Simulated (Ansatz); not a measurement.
## GaAs under changes of volume

One of the cells (22.590 Å³/atom); the others are scaled copies at fixed shape and fractional positions:

```xyz
2
Lattice="0.0000 2.8268 2.8268 2.8268 0.0000 2.8268 2.8268 2.8268 0.0000" Properties=species:S:1:pos:R:3 pbc="T T T"
As    4.2403    4.2403    4.2403
Ga    0.0000    0.0000    0.0000
```

```yaml
Program: Ansatz 0.2.0
Functional: PBE
Potentials_or_basis: Ansatz PAW earlier set
Cutoff: "1020 eV (not typed: the program's choice for these potentials)"
k_mesh: 8 × 8 × 8
Occupations: fermi-dirac, width 0.05 eV
Spin: no spin polarisation
```

```csv
volume (Å³/atom),energy over the lowest point (meV/atom),pressure (GPa),gap on the mesh (eV)
21.234,59.71,8.7,1.00
21.686,38.15,6.7,0.83
22.138,21.91,4.9,0.67
22.590,10.46,3.3,0.52
23.041,?,?,?
23.493,0.00,0.6,0.23
23.945,0.11,-0.6,0.09
```

Question: What does the run at 23.041 Å³/atom give?

Answer: Energy over the lowest point 3.30 meV/atom; pressure 1.8 GPa; gap on the mesh 0.37 eV.

Worked out: A Birch-Murnaghan fit of order 3 (a polynomial in V^(-2/3)) to the other rows has its minimum at 23.70 Å³/atom with B0 = V·E''(V) = 61 GPa and B' = 4.7. It gives 3.32 meV/atom at 23.041 Å³/atom, against the run's 3.30, and -dE/dV = 1.8 GPa, against 1.8.

Energies are extrapolated to zero smearing.

A mesh can miss the band edges. Spin-orbit coupling on As, Ga is left out.
